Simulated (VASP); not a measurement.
## KF in VASP 6.6.1, single-point calculation

INCAR

```
LREAL = .FALSE.
GGA = PE
ISIF = 2
LCHARG = .FALSE.
EDIFF = 1E-7
NSW = 0
PREC = Single
LWAVE = .FALSE.
SIGMA = 0.02
ISMEAR = -1
NELM = 88
ENCUT = 520
NBANDS = 15
MAGMOM = 0.5 0.5
LASPH = .TRUE.
IBRION = -1
ISPIN = 2
```

KPOINTS

```
KPOINTS created by Atomic Simulation Environment
0
Gamma
8 8 8
0 0 0
```

POSCAR

```
K  F
 1.0000000000000000
    -0.0709056152000000    2.5880549558000001    2.5880549558000001
     2.5880549558000001   -0.0709056152000000    2.5880549558000001
     2.5880549558000001    2.5880549558000001   -0.0709056152000000
 K   F
   1   1
Cartesian
  0.0000000000000000  0.0000000000000000  0.0000000000000000
  2.5526021482000001  2.5526021482000001  2.5526021482000001
```

The recommended PBE PAW datasets give the neutral cell 16 valence electrons.

Command

```
mpirun -np 1 vasp_std
```

OSZICAR

```
N       E                     dE             d eps       ncg     rms          rms(c)
DAV:   1     0.110262496743E+03    0.11026E+03   -0.81397E+03  3900   0.101E+03
DAV:   2    -0.495593543596E+01   -0.11522E+03   -0.10597E+03  5059   0.284E+02
DAV:   3    -0.923666670529E+01   -0.42807E+01   -0.42603E+01  5265   0.492E+01
DAV:   4    -0.934805699492E+01   -0.11139E+00   -0.11138E+00  5057   0.755E+00
DAV:   5    -0.935003543543E+01   -0.19784E-02   -0.19784E-02  5397   0.821E-01    0.767E+00
DAV:   6    -0.826488616583E+01    0.10851E+01   -0.34498E+00  4138   0.154E+01    0.453E+00
DAV:   7    -0.825368635270E+01    0.11200E-01   -0.83080E-02  4537   0.241E+00    0.252E+00
DAV:   8    -0.824511565626E+01    0.85707E-02   -0.40334E-02  4586   0.196E+00    0.793E-01
DAV:   9    -0.825226222646E+01   -0.71466E-02   -0.62001E-03  4949   0.679E-01    0.184E-01
DAV:  10    -0.825291586981E+01   -0.65364E-03   -0.53073E-04  4549   0.187E-01    0.119E-01
DAV:  11    -0.825335540091E+01   -0.43953E-03   -0.24513E-04  4125   0.124E-01    0.484E-02
DAV:  12    -0.825342932532E+01   -0.73924E-04   -0.45696E-05  4597   0.583E-02    0.231E-02
DAV:  13    -0.825344496692E+01   -0.15642E-04   -0.15468E-05  4103   0.357E-02    0.600E-03
DAV:  14    -0.825344531596E+01   -0.34904E-06   -0.96627E-07  4936   0.901E-03    0.198E-03
DAV:  15    -0.825344555855E+01   -0.24258E-06   -0.17043E-07  4198   0.360E-03    0.109E-03
DAV:  16    -0.825344559528E+01   -0.36733E-07   -0.10553E-07  3874   0.261E-03
   1 F= -.82534456E+01 E0= -.82534456E+01  d E =-.151421E-12  mag=     0.0000
```

It converged. Results: pressure 3.7 GPa; magnetic moment of the cell 0.00 μB.

For comparison, a separate PBE run of the intended cell, on usual settings and not on those above, gives a gap of 6.43 eV on its mesh and a pressure of 3.7 GPa.

The run above took about 65 s on one core of a shared host (Intel Xeon Platinum 8488C) and held 0.16 GiB at most.
